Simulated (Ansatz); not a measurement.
CuO:

```xyz
6
Lattice="4.1609 0.0000 0.0000 0.0000 4.1609 0.0000 0.0000 0.0000 3.8876" Properties=species:S:1:pos:R:3 pbc="T T T"
Cu    2.0805    0.0000    1.9438
Cu    0.0000    2.0805    1.9438
Cu    0.0000    0.0000    0.0000
O     0.0000    0.0000    1.9438
O     2.0805    0.0000    0.0000
O     0.0000    2.0805    0.0000
```

Measurements of this composition are mostly on another form, of space group No. 15.

```yaml
Program: Ansatz 0.2.0
Task: relaxation of cell and atoms
Functional: PBEsol
Potentials_or_basis: Ansatz PAW
Cutoff: "420 eV (not typed: the program's choice for these potentials)"
k_mesh: 7 × 7 × 7
Occupations: fermi-dirac, width 0.05 eV
Spin: no spin polarisation
```

At the start: volume 11.22 Å³/atom.

Task: Where does the relaxation end?

Result: It ends after 8 steps and the volume is 10.81 Å³/atom (-3.6 %); space group P4/mmm (No. 123, to 0.05 Å).

The path:
| step | energy change (eV) | largest force (eV/Å) | volume (Å³) |
| --- | --- | --- | --- |
| 1 | 0.0000 | 0.0000 | 67.31 |
| 2 | -0.0351 | 0.0000 | 66.16 |
| 3 | -0.0522 | 0.0000 | 64.88 |
| 4 | -0.0518 | 0.0000 | 64.96 |
| 5 | -0.0518 | 0.0000 | 64.98 |
| 6 | -0.0431 | 0.0000 | 64.98 |
| 7 | -0.0435 | 0.0000 | 64.88 |
| 8 | -0.0432 | 0.0000 | 64.88 |

Final structure:
```cif
data_structure
_symmetry_space_group_name_H-M 'P 1'
_symmetry_Int_Tables_number 1
_cell_length_a 4.1105
_cell_length_b 4.1105
_cell_length_c 3.8401
_cell_angle_alpha 90.000
_cell_angle_beta 90.000
_cell_angle_gamma 90.000
_cell_volume 64.88
loop_
_atom_site_label
_atom_site_type_symbol
_atom_site_fract_x
_atom_site_fract_y
_atom_site_fract_z
_atom_site_occupancy
Cu1 Cu 0.50000 0.00000 0.50000 1
Cu2 Cu 0.00000 0.50000 0.50000 1
Cu3 Cu 0.00000 0.00000 0.00000 1
O1 O 0.00000 0.00000 0.50000 1
O2 O 0.50000 0.00000 0.00000 1
O3 O 0.00000 0.50000 0.00000 1
```

Caveat: the plane-wave basis is chosen anew once the cell has moved, so the energies of steps on either side of that aren't comparable; the pressure holds a Pulay correction of +0.7 GPa for the finite cutoff; an odd number of electrons without spin polarisation forces a metal; a magnetic or distorted state may lie lower; the run has no spin polarisation, though such a crystal can be magnetic; the PAW data sets come from PBE, with cores solved anew for the run's functional, which leaves a small shift of forces and pressure.
